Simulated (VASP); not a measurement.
# Zr6C5 in VASP: further runs

One slab, Zr6C5, is run at these levels: PBE; tasks: single point.

Program: VASP 6.6.1. These are calculated values, not measurements. Logs are shortened: lines on timing, memory, paths and dates and some standing lists are left out, and cuts for length are marked.

## Step 1: The structure

The cell holds a slab with vacuum, 11 atoms: a = 3.324 Å, b = 3.324 Å, c = 31.569 Å, α = 90.00°, β = 90.00°, γ = 120.00°.

## Step 2: Single point, PBE

Contents of INCAR:

```
PREC     = Accurate       # precision mode
ENCUT    = 460            # plane-wave cutoff, eV
EDIFF    = 1E-7           # SCF threshold, eV
ISMEAR   = 1              # smearing method
SIGMA    = 0.1            # smearing width, eV
LREAL    = False          # projectors in reciprocal space
LASPH    = True           # aspherical terms in the spheres
NELM     = 120            # most SCF steps
ALGO     = Normal         # electronic algorithm
ISIF     = 2              # what is computed and relaxed
LWAVE    = False          # write WAVECAR
LCHARG   = False          # write CHGCAR
LDIPOL   = True         
IDIPOL   = 3            
DIPOL    = 0.5 0.5 0.500
GGA      = PE             # functional
NBANDS   = 65             # bands
LVHAR    = True         
LVACPOTAV= True
```

Contents of KPOINTS:

```
regular mesh
0
Gamma
  11 11 1
```

Contents of POSCAR:

```
Zr6C5
1.0
    3.3236988564      0.0000000000      0.0000000000
   -1.6618494282      2.8784076442      0.0000000000
    0.0000000000      0.0000000000     31.5689437615
Zr C
6 5
Direct
    0.3333333333      0.6666666667      0.2850903112
    0.0000000000      0.0000000000      0.3710541867
    0.6666666667      0.3333333333      0.4570180622
    0.3333333333      0.6666666667      0.5429819378
    0.0000000000      0.0000000000      0.6289458133
    0.6666666667      0.3333333333      0.7149096888
    0.6666666667      0.3333333333      0.3280722489
    0.3333333333      0.6666666667      0.4140361245
    0.0000000000      0.0000000000      0.5000000000
    0.6666666667      0.3333333333      0.5859638755
    0.3333333333      0.6666666667      0.6719277511
```

Potentials or basis: VASP PAW PBE potentials, release 64 (Zr_sv, C).

Started as:

```sh
> cat potpaw_PBE.64/Zr_sv/POTCAR potpaw_PBE.64/C/POTCAR > POTCAR
> mpirun -np 1 vasp_std > vasp.out
```

OUTCAR:

```text
PREC = Accurate
   ENCUT = 460
   EDIFF = 1E-7
   ISMEAR = 1
   LREAL = False
   LASPH = True
   NELM = 120
   ISIF = 2
   GGA = PE

 Found     16 irreducible k-points:

 Following reciprocal coordinates:
            Coordinates               Weight
  0.000000  0.000000  0.000000      1.000000
  0.090909 -0.000000  0.000000      6.000000
  0.181818  0.000000  0.000000      6.000000
  0.272727 -0.000000  0.000000      6.000000
  0.363636 -0.000000  0.000000      6.000000
  0.454545  0.000000  0.000000      6.000000
   k-points           NKPTS =     16   k-points in BZ     NKDIM =     16   number of bands    NBANDS=     65
   number of dos      NEDOS =    301   number of ions     NIONS =     11
   total plane-waves  NPLWV = 129024
   dimension x,y,z NGX =    24 NGY =   24 NGZ =  224
   dimension x,y,z NGXF=    48 NGYF=   48 NGZF=  448
   ions per type =               6   5
   NGX,Y,Z   is equivalent  to a cutoff of  12.00, 12.00, 11.80 a.u.
   NGXF,Y,Z  is equivalent  to a cutoff of  24.01, 24.01, 23.59 a.u.
 SYSTEM =  unknown system
   PREC   = accura    normal or accurate (medium, high low for compatibility)
   ISTART =      0    job   : 0-new  1-cont  2-samecut
   ICHARG =      2    charge: 1-file 2-atom 10-const
   ISPIN  =      1    spin polarized calculation?
   LNONCOLLINEAR =      F non collinear calculations
   LSORBIT =      F    spin-orbit coupling
   LASPH  =      T    aspherical Exc in radial PAW
   ENCUT  =  460.0 eV  33.81 Ry    5.81 a.u.   5.81  5.81 55.21*2*pi/ulx,y,z
   NELM   =    120;   NELMIN=  2; NELMDL= -5     # of ELM steps
   EDIFF  = 0.1E-06   stopping-criterion for ELM
   LREAL  =      F    real-space projection
   EDIFFG = 0.1E-05   stopping-criterion for IOM
   NSW    =      0    number of steps for IOM
   IBRION =     -1    ionic relax: 0-MD 1-quasi-New 2-CG
   NFREE  =      0    steps in history (QN), initial steepest desc. (CG)
   ISIF   =      2    stress and relaxation
   ISYM   =      2    0-nonsym 1-usesym 2-fastsym
   POTIM  = 0.5000    time-step for ionic-motion
   TEBEG  =    0.0;   TEEND  =   0.0 temperature during run
   PSTRESS=    0.0 pullay stress
   NELECT =      92.0000    total number of electrons
   NUPDOWN=      -1.0000    fix difference up-down
   EMIN   =  10.00;   EMAX   =-10.00  energy-range for DOS
   EFERMI =   0.00;   METHOD = LEGACY
   ISMEAR =     1;   SIGMA  =   0.10  broadening in eV -4-tet -1-fermi 0-gaus
   EFERMI_NEDOS =   21; number of points for ismear=-14 and -15
   IALGO  =     38    algorithm
   IMIX   =      4    mixing-type and parameters
     AMIX     =   0.40;   BMIX     =  1.00
     AMIX_MAG =   1.60;   BMIX_MAG =  1.00
  volume/ion in A,a.u.               =      27.46       185.28
  Fermi-wavevector in a.u.,A,eV,Ry     =   1.101521  2.081573 16.508608  1.213348
  Thomas-Fermi vector in A             =   2.237949
   LORBIT       =      0    0 simple, 1 ext, 2 COOP (PROOUT), +10 PAW based schemes
   GGA     = PE    functional components
   LHFCALC =     F    Hartree Fock is set to
   AEXX    =    0.0000 exact exchange contribution
   IVDW    =     0    specifies the selected vdW correction
   LEPSILON=     F    determine dielectric tensor
   LRPA    =     F    only Hartree local field effects (RPA)
 non-spin polarized calculation
 Methfessel and Paxton  Order N= 1 SIGMA  =   0.10
  energy-cutoff  :      460.00
  volume of cell :      302.02
 maximum number of plane-waves:      6806
 NGX is ok and might be reduce to    24
   NGX = 11   NGY = 11   NGZ =111

 dipolmoment           0.000000      0.000000      0.000000 electrons x Angstroem

 number of electron      91.9999995 magnetization

 dipolmoment           0.000000      0.000000     -0.000000 electrons x Angstroem

 Free energy of the ion-electron system (eV)
  ---------------------------------------------------
  ext. energy  EPLUGINS =         0.00000000
  ---------------------------------------------------
  free energy    TOTEN  =      -103.76002909 eV

  energy without entropy =     -103.76158264  energy(sigma->0) =     -103.76054694

 E-fermi :   2.8317     XC(G=0):  -6.7792

 val. band max:        2.8139546559   @ k =   0.0000   0.0000   0.0000
 cond. band min:       2.8428677825   @ k =   0.3636  -0.0000   0.0000
 fundamental gap:      0.0289131266
 Fermi energy:         2.8317079508

 k-point     1 :       0.0000    0.0000    0.0000
  band No.  band energies     occupation
      1     -46.2098      2.00000
      2     -46.2098      2.00000
      3     -45.2946      2.00000
      4     -45.2901      2.00000
      5     -45.2235      2.00000
      6     -45.1773      2.00000
[... 50 lines left out ...]
     57       5.4345      0.00000
     58       5.4813      0.00000

 k-point     2 :       0.0909   -0.0000    0.0000
  band No.  band energies     occupation
      1     -46.2049      2.00000
      2     -46.2049      2.00000
      3     -45.2885      2.00000
      4     -45.2845      2.00000
      5     -45.2180      2.00000
      6     -45.1732      2.00000
[... 50 lines left out ...]
     57       5.5681      0.00000
     58       5.6920      0.00000

 k-point     3 :       0.1818    0.0000    0.0000
  band No.  band energies     occupation
      1     -46.1918      2.00000
      2     -46.1918      2.00000
      3     -45.2723      2.00000
      4     -45.2693      2.00000
      5     -45.2032      2.00000
      6     -45.1625      2.00000
[... 50 lines left out ...]
     57       5.6616      0.00000
     58       6.0645      0.00000

 k-point     4 :       0.2727   -0.0000    0.0000
  band No.  band energies     occupation
      1     -46.1745      2.00000
      2     -46.1745      2.00000
      3     -45.2509      2.00000
      4     -45.2492      2.00000
      5     -45.1830      2.00000
      6     -45.1491      2.00000
[... 50 lines left out ...]
     57       6.0699      0.00000
     58       6.1904      0.00000

 k-point     5 :       0.3636   -0.0000    0.0000
  band No.  band energies     occupation
      1     -46.1586      2.00000
      2     -46.1586      2.00000
      3     -45.2313      2.00000
      4     -45.2306      2.00000
      5     -45.1633      2.00000
      6     -45.1379      2.00000
[... 50 lines left out ...]
     57       6.6241      0.00000
     58       6.6552      0.00000

 k-point     6 :       0.4545    0.0000    0.0000
  band No.  band energies     occupation
      1     -46.1490      2.00000
      2     -46.1490      2.00000
      3     -45.2196      2.00000
      4     -45.2193      2.00000
      5     -45.1503      2.00000
      6     -45.1325      2.00000
[... 50 lines left out ...]
     57       7.0306      0.00000
     58       7.1240      0.00000

 [... further k-points ...]

 [bands above 58 left out]

------------------------ aborting loop because EDIFF is reached ----------------------------------------

  FORCE on cell =-STRESS in cart. coord.  units (eV):
  Direction    XX          YY          ZZ          XY          YZ          ZX
  --------------------------------------------------------------------------------------
  -------------------------------------------------------------------------------------
  Total       -1.5154477     -1.5154477     -4.9477472     -0.0000000      0.0000000      0.0000000
  in kB       -8.0392868     -8.0392868    -26.2472655     -0.0000000      0.0000000      0.0000000
  external PRESSURE =     -14.1086130 kB  Pullay stress =       0.0000000 kB

 VOLUME and BASIS-vectors are now :
 -----------------------------------------------------------------------------
  energy-cutoff  :      460.00
  volume of cell :      302.02
      direct lattice vectors                 reciprocal lattice vectors
     3.323698856  0.000000000  0.000000000     0.300869616  0.173707154  0.000000000
    -1.661849428  2.878407644  0.000000000     0.000000000  0.347414308  0.000000000
     0.000000000  0.000000000 31.568943762     0.000000000  0.000000000  0.031676701

 POSITION                                       TOTAL-FORCE (eV/Angst)
 -----------------------------------------------------------------------------------
     -0.00000      1.91894      9.00000         0.000000      0.000000      1.531057
      0.00000      0.00000     11.71379         0.000000     -0.000000      0.469093
      1.66185      0.95947     14.42758         0.000000     -0.000000     -0.022775
     -0.00000      1.91894     17.14137        -0.000000      0.000000      0.022775
      0.00000      0.00000     19.85516        -0.000000      0.000000     -0.469093
      1.66185      0.95947     22.56894        -0.000000      0.000000     -1.531057
      1.66185      0.95947     10.35689         0.000000      0.000000     -1.718616
     -0.00000      1.91894     13.07068         0.000000     -0.000000     -0.192600
      0.00000      0.00000     15.78447         0.000000      0.000000      0.000000
      1.66185      0.95947     18.49826         0.000000      0.000000      0.192600
     -0.00000      1.91894     21.21205        -0.000000      0.000000      1.718616
 -----------------------------------------------------------------------------------
    total drift:                               -0.000000     -0.000000     -0.000000

  FREE ENERGIE OF THE ION-ELECTRON SYSTEM (eV)
  ---------------------------------------------------
  free  energy   TOTEN  =      -103.7600290877 eV

  energy  without entropy=     -103.7615826445  energy(sigma->0) =     -103.76054694

 vacuum level on the upper side and lower side of the slab         7.262         7.262
```

It took 6.9 min on 1 thread of Intel Xeon Platinum 8488C (Sapphire Rapids), shared host; peak memory 0.45 GiB.

These settings aren't checked as converged: the numbers below hold their error.

Results:

```yaml
Free_energy: -103.7600 eV
Largest_force: 1.719 eV/Å
Band_gap_on_the_k_mesh: none (metal or under the smearing width)
Work_function_of_the_upper_face: 4.43 eV
Work_function_of_the_lower_face: 4.43 eV
```

Caveat: the cutoff is under 1.25 times the usual one of these potentials, so pressure, stress and relaxed cells hold a basis-set (Pulay) error.

## Step 3: Single point, PBE

This run uses another cell than the first one, of 24.85 Å³/atom, 0.905 times its volume.

Contents of INCAR:

```
  ALGO = Normal
  DIPOL = 0.5 0.5 0.500
  EDIFF = 1E-7
  ENCUT = 650
  GGA = PE
  IDIPOL = 3
  ISIF = 2
  ISMEAR = 1
  LASPH = True
  LCHARG = False
  LDIPOL = True
  LREAL = False
  LVACPOTAV = True
  LVHAR = True
  LWAVE = False
  NBANDS = 65
  NELM = 120
  PREC = Accurate
  SIGMA = 0.1
```

Contents of KPOINTS:

```
k-points
0
Gamma
  11 11 1
```

Contents of POSCAR:

```
Zr6C5
1.0
    3.3236988564      0.0000000000      0.0000000000
   -1.6618494282      2.8784076442      0.0000000000
    0.0000000000      0.0000000000     28.5689437615
Zr C
6 5
Direct
    0.3333333333      0.6666666667      0.2625228312
    0.0000000000      0.0000000000      0.3575136987
    0.6666666667      0.3333333333      0.4525045662
    0.3333333333      0.6666666667      0.5474954338
    0.0000000000      0.0000000000      0.6424863013
    0.6666666667      0.3333333333      0.7374771688
    0.6666666667      0.3333333333      0.3100182649
    0.3333333333      0.6666666667      0.4050091325
    0.0000000000      0.0000000000      0.5000000000
    0.6666666667      0.3333333333      0.5949908675
    0.3333333333      0.6666666667      0.6899817351
```

Potentials or basis: VASP PAW PBE potentials, release 64 (Zr_sv, C).

Started as:

```sh
> cat potpaw_PBE.64/Zr_sv/POTCAR potpaw_PBE.64/C/POTCAR > POTCAR
> mpirun -np 1 vasp_std > vasp.out
```

Run time: 13 min. Hardware: 1 thread of Intel Xeon Platinum 8375C at 2.90GHz (Ice Lake), shared host; peak memory 0.6 GiB.

The run converged, but some of its settings lie outside the range that counts as converged, so its numbers aren't taken as properties of the slab.

Results:

* Free energy: -103.7592 eV
* Largest force: 1.719 eV/Å
* Band gap on the k mesh: none (metal or under the smearing width)
* Work function of the upper face: 4.43 eV
* Work function of the lower face: 4.43 eV

## Step 4: Single point, PBE

This run uses another cell than the first one, of 22.24 Å³/atom, 0.810 times its volume.

INCAR: that of step 3 with these lines changed.

```diff
@@ -3,3 +3,3 @@
   EDIFF = 1E-7
-  ENCUT = 650
+  ENCUT = 400
   GGA = PE
```

Contents of KPOINTS:

```
k-points
0
Gamma
  4 4 1
```

Contents of POSCAR:

```
Zr6C5
1.0
    3.3236988564      0.0000000000      0.0000000000
   -1.6618494282      2.8784076442      0.0000000000
    0.0000000000      0.0000000000     25.5689437615
Zr C
6 5
Direct
    0.3333333333      0.6666666667      0.2346596737
    0.0000000000      0.0000000000      0.3407958042
    0.6666666667      0.3333333333      0.4469319347
    0.3333333333      0.6666666667      0.5530680653
    0.0000000000      0.0000000000      0.6592041958
    0.6666666667      0.3333333333      0.7653403263
    0.6666666667      0.3333333333      0.2877277390
    0.3333333333      0.6666666667      0.3938638695
    0.0000000000      0.0000000000      0.5000000000
    0.6666666667      0.3333333333      0.6061361305
    0.3333333333      0.6666666667      0.7122722610
```

Started as:

```sh
> cat potpaw_PBE.64/Zr_sv/POTCAR potpaw_PBE.64/C/POTCAR > POTCAR
> mpirun -np 1 vasp_std > vasp.out
```

It took 2 min on 1 thread of Intel Xeon Platinum 8375C at 2.90GHz (Ice Lake), shared host; peak memory 0.29 GiB.

The run converged, but some of its settings lie outside the range that counts as converged, so its numbers aren't taken as properties of the slab.

What came out:

- Free energy: -103.7826 eV
- Largest force: 2.189 eV/Å
- Band gap on the k mesh: none (metal or under the smearing width)
- Work function of the upper face: 4.65 eV
- Work function of the lower face: 4.65 eV

Caveat: the k mesh is coarse (spacing up to 0.55 Å⁻¹), so the values aren't converged; the cutoff is under 1.25 times the usual one of these potentials, so pressure, stress and relaxed cells hold a basis-set (Pulay) error.

## Step 5: Single point, PBE

This run uses another cell than the first one, of 17.02 Å³/atom, 0.620 times its volume.

INCAR: that of step 4 with these lines changed.

```diff
@@ -3,3 +3,3 @@
   EDIFF = 1E-7
-  ENCUT = 400
+  ENCUT = 460
   GGA = PE
```

Contents of KPOINTS:

```
k-points
0
Gamma
  7 7 1
```

Contents of POSCAR:

```
Zr6C5
1.0
    3.3236988564      0.0000000000      0.0000000000
   -1.6618494282      2.8784076442      0.0000000000
    0.0000000000      0.0000000000     19.5689437615
Zr C
6 5
Direct
    0.3333333333      0.6666666667      0.1533041352
    0.0000000000      0.0000000000      0.2919824811
    0.6666666667      0.3333333333      0.4306608270
    0.3333333333      0.6666666667      0.5693391730
    0.0000000000      0.0000000000      0.7080175189
    0.6666666667      0.3333333333      0.8466958648
    0.6666666667      0.3333333333      0.2226433082
    0.3333333333      0.6666666667      0.3613216541
    0.0000000000      0.0000000000      0.5000000000
    0.6666666667      0.3333333333      0.6386783459
    0.3333333333      0.6666666667      0.7773566918
```

Started as:

```sh
> cat potpaw_PBE.64/Zr_sv/POTCAR potpaw_PBE.64/C/POTCAR > POTCAR
> mpirun -np 1 vasp_std > vasp.out
```

Run time: 2.2 min. Hardware: 1 thread of Intel Xeon Platinum 8375C at 2.90GHz (Ice Lake), shared host; peak memory 0.28 GiB.

The run converged, but some of its settings lie outside the range that counts as converged, so its numbers aren't taken as properties of the slab.

What came out:

```
Free energy            : -103.8087 eV
Largest force          : 1.684 eV/Å
Band gap on the k mesh : none (metal or under the smearing width)
```

Caveat: the cutoff is under 1.25 times the usual one of these potentials, so pressure, stress and relaxed cells hold a basis-set (Pulay) error.
